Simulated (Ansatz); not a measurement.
MoS2 (started from an entry of an open crystallographic database) at its r2SCAN+rVV10 geometry, run in the plane-wave code Ansatz at 3 levels of theory. (Simulation; spin polarisation is off.)

The LDA input:
```yaml
crystal:
  lattice:
    - [3.1730194928, 0.0, 0.0]
    - [-1.5865097464, 2.7479154875, 0.0]
    - [0.0, 0.0, 12.4359059508]
  atoms:
    - { symbol: Mo, position: [0.3333333333, 0.6666666667, 0.25] }
    - { symbol: Mo, position: [0.6666666667, 0.3333333333, 0.75] }
    - { symbol: S, position: [0.3333333333, 0.6666666667, 0.6249005412] }
    - { symbol: S, position: [0.6666666667, 0.3333333333, 0.1249005412] }
    - { symbol: S, position: [0.3333333333, 0.6666666667, 0.8750994588] }
    - { symbol: S, position: [0.6666666667, 0.3333333333, 0.3750994588] }
kpoints:
  mp_grid: { grid: [12, 12, 2] }
  band_path:
    path:
      - [0.0, 0.0, 0.0]
      - [0.5, 0.0, 0.0]
      - [0.3333333333, 0.3333333333, 0.0]
      - [0.0, 0.0, 0.5]
      - [0.5, 0.0, 0.5]
      - [0.3333333333, 0.3333333333, 0.5]
      - [0.177083, 0.177083, 0.0]
    npoints: 1
hamiltonian:
  xc: lda
scf:
  occupations: { method: fixed }
  n_extra_bands: 5
output:
  forces: true
  stress: true
  eigenvalues: true
  write_density: true
  write_potential: true
  elf: true
  volumetric_format: npy
```

Main results, then, where recorded, the levels near the gap in eV from the Fermi energy (columns number the bands from 0), one row a point of the path (Γ, M, K, A, L, H, K–Γ (0.47)):
```
Crystal: 6 atoms, lattice volume = 108.431 Å³
Symmetry: 24 space group operations
Space group: P63/mmc (ITA 194)
```
```
Basis set: ecut = 420 eV, 2105 PW (Γ)
k-points: 38 of 288
SCF 1 converged in 7 iterations: F = -13169.702125 eV  dr2 = 9.01e-9
Free energy (F): -13169.702125 eV
Fermi energy:    10.476226 eV
--- Forces (eV/Å), atoms counted from 1 ---
  atom   1  Mo      0.00000      0.00000      0.00000
  atom   2  Mo      0.00000      0.00000      0.00000
  atom   3  S       0.00000      0.00000      0.32287
  atom   4  S       0.00000      0.00000      0.32287
  atom   5  S       0.00000      0.00000    -0.32287
  atom   6  S       0.00000      0.00000    -0.32287
--- Stress (GPa, compression-positive) ---
       -5.671832       0.000000       0.000000
        0.000000      -5.671832       0.000000
        0.000000       0.000000      -4.143066
  P = ⅓ Tr σ = -5.1622 GPa (-51.622 kbar)
```
```tsv
band_22	band_23	band_24	band_25	band_26	band_27	band_28
-2.184	-1.224	-1.148	0.000	2.082	2.082	2.104
-1.732	-1.560	-1.404	-1.289	1.552	1.594	1.960
-2.674	-2.674	-0.802	-0.649	0.980	0.980	1.827
-2.203	-2.203	-0.274	-0.274	2.087	2.087	2.087
-1.646	-1.646	-1.339	-1.339	1.571	1.571	2.094
-2.822	-2.822	-0.734	-0.734	0.981	0.981	2.274
-1.800	-1.642	-1.519	-1.495	0.850	1.602	1.720
```

With LDA the valence top lies at Γ and the conduction bottom at K–Γ (0.47 of the way from K), 0.85 eV higher; the smallest vertical gap, at K, is 1.63 eV.

Q: In the first input these blocks are replaced (the band path and keys that only write files left aside):
```yaml
hamiltonian:
  xc: r2scan
```
What comes out?

A:
```
Basis set: ecut = 500 eV, 2763 PW (Γ)
k-points: 38 of 288
SCF 1 converged in 7 iterations: F = -13564.301471 eV  dr2 = 1.88e-8
Free energy (F): -13564.301471 eV
Fermi energy:    10.599258 eV
--- Forces (eV/Å), atoms counted from 1 ---
  atom   1  Mo      0.00000      0.00000      0.00000
  atom   2  Mo      0.00000      0.00000      0.00000
  atom   3  S       0.00000      0.00000      0.05475
  atom   4  S       0.00000      0.00000      0.05475
  atom   5  S       0.00000      0.00000    -0.05475
  atom   6  S       0.00000      0.00000    -0.05475
--- Stress (GPa, compression-positive) ---
        1.203015       0.000000       0.000000
        0.000000       1.203015       0.000000
        0.000000       0.000000       1.051665
  P = ⅓ Tr σ = 1.1526 GPa (11.526 kbar)
```
```tsv
band_22	band_23	band_24	band_25	band_26	band_27	band_28
-2.316	-1.364	-1.117	0.000	2.244	2.244	2.268
-1.889	-1.716	-1.435	-1.322	1.684	1.727	2.111
-2.863	-2.863	-0.804	-0.664	1.078	1.078	2.075
-2.337	-2.337	-0.290	-0.290	2.249	2.249	2.249
-1.802	-1.802	-1.371	-1.371	1.704	1.704	2.236
-3.013	-3.013	-0.741	-0.741	1.079	1.079	2.509
-1.942	-1.785	-1.569	-1.537	1.032	1.748	1.863
```
The r2SCAN gap is indirect, 1.03 eV (Γ to K–Γ (0.47 of the way from K)), below the direct gap of 1.74 eV at K. The mean pressure at these positions is +1.15 GPa, compression counted positive.

Q: Another run on the same cell gave
```
Basis set: ecut = 420 eV, 2105 PW (Γ)
k-points: 14 of 72
SCF 1 stopped early in 5 iterations: F = -13525.557094 eV  dr2 = 5.95e-6
SCF 2 stopped early in 7 iterations: F = -13527.497723 eV  dr2 = 1.61e-7
hybrid outer 1: dexx = +1.309e-3 eV, tail = 4.30e-7 eV
SCF 3 converged in 2 iterations: F = -13527.497723 eV  dr2 = 1.31e-9
hybrid outer 2: dexx = +9.032e-9 eV, tail = 2.82e-9 eV, Δε = 1.39e-4 eV, ΔF = 4.50e-5 eV/Å
Free energy (F): -13527.497723 eV
Fermi energy:    10.478324 eV
--- Forces (eV/Å), atoms counted from 1 ---
  atom   1  Mo      0.00000      0.00000      0.00000
  atom   2  Mo      0.00000      0.00000      0.00000
  atom   3  S       0.00000      0.00000      0.05600
  atom   4  S       0.00000      0.00000      0.05600
  atom   5  S       0.00000      0.00000    -0.05600
  atom   6  S       0.00000      0.00000    -0.05600
--- Stress (GPa, compression-positive) ---
        0.292821       0.000000       0.000000
        0.000000       0.292821       0.000000
        0.000000       0.000000       1.734856
  P = ⅓ Tr σ = 0.7735 GPa (7.735 kbar)
```
```tsv
band_22	band_23	band_24	band_25	band_26	band_27	band_28
-2.256	-1.336	-1.139	0.000	2.553	2.553	2.579
-1.835	-1.662	-1.456	-1.337	2.004	2.048	2.451
-2.847	-2.847	-0.779	-0.630	1.374	1.374	2.387
-2.277	-2.277	-0.288	-0.288	2.560	2.560	2.560
-1.748	-1.748	-1.389	-1.389	2.024	2.024	2.579
-2.998	-2.998	-0.711	-0.711	1.374	1.374	2.827
-1.922	-1.770	-1.575	-1.548	1.321	2.061	2.188
```
Which level of theory and mesh gave it?

A: It is DDH-PBE0, judged by the exchange loop and the size of the gap (a near hybrid could fit too), on 6×6×2; the blocks that differ from the first input, but for the band path:
```yaml
crystal:
  host: atoms
kpoints:
  mp_grid: { grid: [6, 6, 2] }
hamiltonian:
  xc:
    exchange: pbe
    correlation: pbe
    exx: { coeff: inverse_dielectric }
```
DDH-PBE0 gives an indirect gap of 1.32 eV, from Γ to K–Γ (0.47 of the way from K); the least direct gap is 2.00 eV at K. The mean pressure at these positions is +0.8 GPa, compression counted positive. (The program warns that its thresholds are loose for a hybrid's stress.)

Small level splittings and stresses of the hybrids carry the error of their coarser meshes.

Totals of different functionals can't be compared.

The runs are scalar-relativistic, without spin-orbit coupling.

The meshes of the hybrids are coarse, so their gaps aren't converged to the digits shown.
